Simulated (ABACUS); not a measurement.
Here is an ABACUS 3.10.1 calculation.

Contents of INPUT:

```
INPUT_PARAMETERS
suffix              Nb
calculation         scf
basis_type          pw
pseudo_dir          ./
symmetry            1
dft_functional      revpbe
ecutwfc             82
pseudo_rcut         10
nspin               1
nbands              17
ks_solver           dav
smearing_method     fd
smearing_sigma      0.00367493
scf_thr             1e-08
scf_nmax            100
mixing_type         broyden
mixing_beta         0.7
cal_force           1
cal_stress          1
out_chg             1
kpar                4
```

STRU

```
ATOMIC_SPECIES
Nb 92.9064 Nb.upf

LATTICE_CONSTANT
1.8897261246

LATTICE_VECTORS
-1.6639500000 1.6639500000 1.6639500000
1.6639500000 -1.6639500000 1.6639500000
1.6639500000 1.6639500000 -1.6639500000

ATOMIC_POSITIONS
Direct

Nb
0.0
1
0.0000000000 0.0000000000 0.0000000000 1 1 1
```

Contents of KPT:

```
K_POINTS
0
Gamma
9 9 9 0 0 0
```

Potentials or basis: PseudoDojo NC SR 0.5 PBE standard, plane waves.

The run is started by

```bash
$ OMP_NUM_THREADS=1 mpirun -np 4 abacus > log
```

Predict the band gap on the k mesh.

none (metal or under the smearing width).

Predict the pressure.

-0.6 GPa.

Caveat: the potentials were made for another functional, which shifts forces and pressure.
